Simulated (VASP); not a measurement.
The system is MgS.

```
S Mg
1.0
     0.00000    2.83312    2.83312
     2.83312    0.00000    2.83312
     2.83312    2.83312    0.00000
S Mg
1 1
Direct
  0.25000 0.25000 0.25000
  0.00000 0.00000 0.00000
```

The cell comes from a database or a generator and needn't be the stable form of this composition.

```yaml
Program: VASP 6.6.1
Task: single point
Functional: LDA
Potentials_or_basis: VASP PAW LDA potentials, release 64 (S, Mg)
Cutoff: 900 eV
k_mesh: 12 × 12 × 12
Occupations: gaussian, width 0.02 eV
Spin: no spin polarisation
```

On this cell: pressure -2.5 GPa; largest force zero by symmetry; band gap on the k mesh 3.18 eV, direct.

The same run follows on a disturbed copy (grid = ENCUT=900 k=12x12x12 ISMEAR=0 SIGMA=0.02 PREC=Accurate EDIFF=1e-08 LREAL=False ADDGRID=False LASPH=True; atoms moved at random, drawn with an rms of 0.1 Å):

```xyz
2
Lattice="0.0000 2.8331 2.8331 2.8331 0.0000 2.8331 2.8331 2.8331 0.0000" Properties=species:S:1:pos:R:3 pbc="T T T"
S     1.4464    1.3327    1.4434
Mg   -0.0227   -0.1514    0.0060
```

Question: What changes?

Answer: The energy moves by +9.7 meV/atom; pressure -2.3 GPa; largest force 0.430 eV/Å; band gap on the k mesh 3.06 eV, direct.

Forces on the atoms (eV/Å):
```
S   -0.257 -0.341 -0.047
Mg   0.257  0.341  0.047
```

Stress tensor (GPa, compression positive):
```
-2.33 -0.22 -1.26
-0.22 -2.39 -0.96
-1.26 -0.96 -2.25
```

A k mesh can miss the band edges.
